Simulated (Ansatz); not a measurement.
**Sr (omega type): a single-point run**

The task is a single-point run on Sr (omega type). The structure is shown as the input types it.

Program: Ansatz 0.2.0. Level of theory: Kohn-Sham DFT, with the functional, basis and potentials that each input names. These are calculated values, not measurements.

## (1) The structure to begin with

It takes space group P6/mmm (No. 191, hexagonal). The conventional cell has a = 5.744 Å, b = 5.744 Å, c = 3.376 Å, α = 90.00°, β = 90.00°, γ = 120.00°. Around Sr (site symmetry 6/mmm) lie 14 Sr at 3.38 to 3.72 Å. Sr (site symmetry -6m2) has 11 Sr at 3.32 to 3.72 Å as nearest neighbours.

Coordinates:

```cif
data_structure
_symmetry_space_group_name_H-M 'P6/mmm'
_symmetry_Int_Tables_number 191
_cell_length_a 5.7437
_cell_length_b 5.7437
_cell_length_c 3.3758
_cell_angle_alpha 90.000
_cell_angle_beta 90.000
_cell_angle_gamma 120.000
_cell_volume 96.45
loop_
_atom_site_label
_atom_site_type_symbol
_atom_site_symmetry_multiplicity
_atom_site_Wyckoff_symbol
_atom_site_fract_x
_atom_site_fract_y
_atom_site_fract_z
_atom_site_occupancy
Sr1 Sr 1 a 0.00000 0.00000 0.00000 1
Sr2 Sr 2 d 0.33333 0.66667 0.50000 1
```

## (2) Running it

Input file input.yaml:

```yaml
crystal:
  lattice:
    - [5.7436979118, 0.0, 0.0]
    - [-2.8718489559, 4.9741883033, 0.0]
    - [0.0, 0.0, 3.3757586497]
  atoms:
    - { symbol: Sr, position: [0.0, 0.0, 0.0] }
    - { symbol: Sr, position: [0.3333333333, 0.6666666667, 0.5] }
    - { symbol: Sr, position: [0.6666666667, 0.3333333333, 0.5] }
kpoints:
  mp_grid: { grid: [5, 5, 7] }
scf:
  occupations: { method: fermi_dirac, width: 0.1 }
  max_iter: 80
hamiltonian:
  xc: gga
  pseudopotentials: { kind: all_electron, datasets: crystal }
output:
  forces: true
  stress: true
  eigenvalues: true
```

Command:

```
> ansatz run input.yaml --threads 1 --pin off --max-ram 3072MiB --backend cpu --events-out ev --progress --plain --runs-dir out
```

What happens when this is run?

The run ended at the input check. The line that matters: «line 16 column 7: hamiltonian.xc: unknown variant `gga`, expected one of `lda`, `lda-pw`, `pw92`, `pbe`, `pbesol`, `rpbe`, `revpbe`, `blyp`, ...»

In the input, hamiltonian.xc is gga. The functional or method isn't one that the program knows by that name.

Remedy: set hamiltonian.xc to pbe. Any name on the list would pass the check; a listed functional of a like name need not be the same functional.
